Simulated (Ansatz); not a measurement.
Write the native input for Ansatz 0.2.0 that does the following.

* Task: band structure
* Functional: PBEsol
* Potentials or basis: all-electron LAPW, scalar-relativistic
* Cutoff: 480 eV (chosen from the basis error)
* Basis error allowed: 0.002 eV/atom
* k mesh: 12 × 12 × 4
* Occupations: fermi-dirac, width 0.05 eV
* Spin: no spin polarisation

Crystal: BN.

```xyz
4
Lattice="2.4982 0.0000 0.0000 -1.2491 2.1635 0.0000 0.0000 0.0000 6.6357" Properties=species:S:1:pos:R:3 pbc="T T T"
N     1.2491    0.7212    1.6589
N     0.0000    1.4424    4.9768
B     1.2491    0.7212    4.9768
B     0.0000    1.4424    1.6589
```

One way to write it, as run:

input.yaml

```yaml
crystal:
  lattice:
    - [2.49824, 0.0, 0.0]
    - [-1.24912, 2.1635393048, 0.0]
    - [0.0, 0.0, 6.6357]
  atoms:
    - { symbol: "N", position: [0.6666666667, 0.3333333333, 0.25] }
    - { symbol: "N", position: [0.3333333333, 0.6666666667, 0.75] }
    - { symbol: B, position: [0.6666666667, 0.3333333333, 0.75] }
    - { symbol: B, position: [0.3333333333, 0.6666666667, 0.25] }
kpoints:
  mp_grid: { grid: [12, 12, 4] }
  band_path:
    path:
      - [0.0, 0.0, 0.0]
      - [0.5, 0.0, 0.0]
      - [0.3333333333, 0.3333333333, 0.0]
      - [0.0, 0.0, 0.0]
      - [0.0, 0.0, 0.5]
      - [0.5, 0.0, 0.5]
      - [0.3333333333, 0.3333333333, 0.5]
      - [0.0, 0.0, 0.5]
    npoints: 8
scf:
  occupations: { method: fermi_dirac, width: 0.05 }
hamiltonian:
  xc: pbesol
  pseudopotentials: { kind: all_electron, lapw: { basis_error: 0.002 } }
output:
  forces: true
  stress: true
  eigenvalues: true
```

Potentials or basis: all-electron LAPW, scalar-relativistic.

The run is started by

```bash
$ ansatz run input.yaml --threads 2 --pin off --max-ram 8192MiB --backend cpu --events-out ev --progress --plain --runs-dir out
```

Results of the run:

* Pressure: 2.1 GPa
* Band gap on the k mesh: 4.18 eV, indirect (least direct gap 4.60 eV)
* Band gap along the path: 4.16 eV, indirect (least direct gap 4.60 eV)

Caveat: this functional lacks dispersion, which binds the layers, so the pressure and a relaxed spacing across them are unreliable.

Run time: 21 s on 2 threads of Intel(R) Xeon(R) Processor @ 2.50GHz (Skylake/Cascade Lake), on a shared host, peak memory 0.41 GiB.
